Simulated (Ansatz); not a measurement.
Task: a point defect in a supercell of BAs, space group F-43m, with Ansatz 0.2.0, Python API. Give the script and its output. Use (first run): PBEsol, PAW, cutoff 550 eV, 2×2×2 k-points, Fermi-Dirac smearing of 0.05 eV.

```
B As
1.0
     0.00000    2.38850    2.38850
     2.38850    0.00000    2.38850
     2.38850    2.38850    0.00000
B As
1 1
Cartesian
  0.0000 0.0000 0.0000
  1.1943 1.1943 1.1943
```

Script `defect_bas.py`:
```python
'''Point defect (vacancy) in BAs.'''

import warnings

import ansatz as az
import numpy as np


def main() -> None:
    warnings.simplefilter('ignore', az.DeckWarning)

    bas = (
        az.Lattice.of([0.0, 2.3885, 2.3885], [2.3885, 0.0, 2.3885], [2.3885, 2.3885, 0.0])
        .atom('B', [0.0, 0.0, 0.0])
        .atom('As', [0.25, 0.25, 0.25])
    )
    host = bas.supercell(2, 2, 2)
    defective = host.vacancy('As', at=[0.25, 0.25, 0.25])

    def prepare(structure):
        return (
            structure.calculation()
            .functional('pbesol')
            .basis(550)
            .kpoints(2, center='gamma')
            .scf(tolerance=1e-09)
            .occupations('fermi_dirac', width=0.05)
            .band_table()
        )


    perfect = prepare(host).run().report
    job = (
        prepare(defective)
        .relax(force_tolerance=0.03, max_steps=25)
    )
    out = job.run()
    data = out.report

    n_host, n_defect = len(perfect['lattice']['sites']), len(data['lattice']['sites'])
    print(f'perfect cell: {n_host} atoms, F = {perfect["free_energy_ev"]:.4f} eV')
    print(f'defect cell:  {n_defect} atoms, F = {data["free_energy_ev"]:.4f} eV')
    # chemical potentials are still to be added to this difference
    print(f'difference {data["free_energy_ev"] - perfect["free_energy_ev"]:.4f} eV (no chemical potentials)')

    for site in out.lattice.sites:
        print(f'{site.symbol:2s}', ' '.join(f'{v:8.4f}' for v in site.position_ang))

    pull = np.linalg.norm(data['forces_ev_ang'], axis=1)
    for atom in np.argsort(-pull)[:5]:
        print(f'force on {out.lattice.sites[atom].symbol}{atom}: {pull[atom]:.3f} eV/A')


if __name__ == '__main__':
    main()
```

```console
$ python defect_bas.py
perfect cell: 16 atoms, F = -39724.6792 eV
defect cell:  15 atoms, F = -34907.1495 eV
difference 4817.5297 eV (no chemical potentials)
B   -0.1126  -0.1126  -0.1126
B    2.5011   2.5011  -0.1126
As   3.5828   3.5828   1.2107
B    2.5011  -0.1126   2.5011
As   3.5828   1.2107   3.5828
B    4.7815   2.3840   2.3840
As   5.9548   3.5828   3.5828
B   -0.1126   2.5011   2.5011
As   1.2107   3.5828   3.5828
B    2.3840   4.7815   2.3840
As   3.5828   5.9548   3.5828
B    2.3840   2.3840   4.7815
As   3.5828   3.5828   5.9548
B    4.7815   4.7815   4.7815
As   5.9713   5.9713   5.9713
force on As6: 0.009 eV/A
force on As2: 0.009 eV/A
force on As4: 0.009 eV/A
force on As12: 0.009 eV/A
force on As10: 0.009 eV/A
```

Caveats:
- Total energies depend on the potentials; only differences at equal settings carry meaning. A total without «per atom» is that of the whole cell that was run.
- Extra carriers fill band states at a few k-points, so forces and energy hang on the mesh.
- The difference holds no chemical potentials.
- The starting cell is as deposited in a crystallographic database; the results hold for this polymorph, which needn't be the stable one.
- The supercell is small, so the defect meets its images and the energies aren't those of an isolated defect; a partly filled defect level may also lower its energy by spin or distortion. For a charged cell the difference holds no correction, alignment or term for the electrons' reservoir.
- Wall time of the script: 31 s on 1 thread of Arm Neoverse V1 (shared host), peak memory 0.66 GiB.
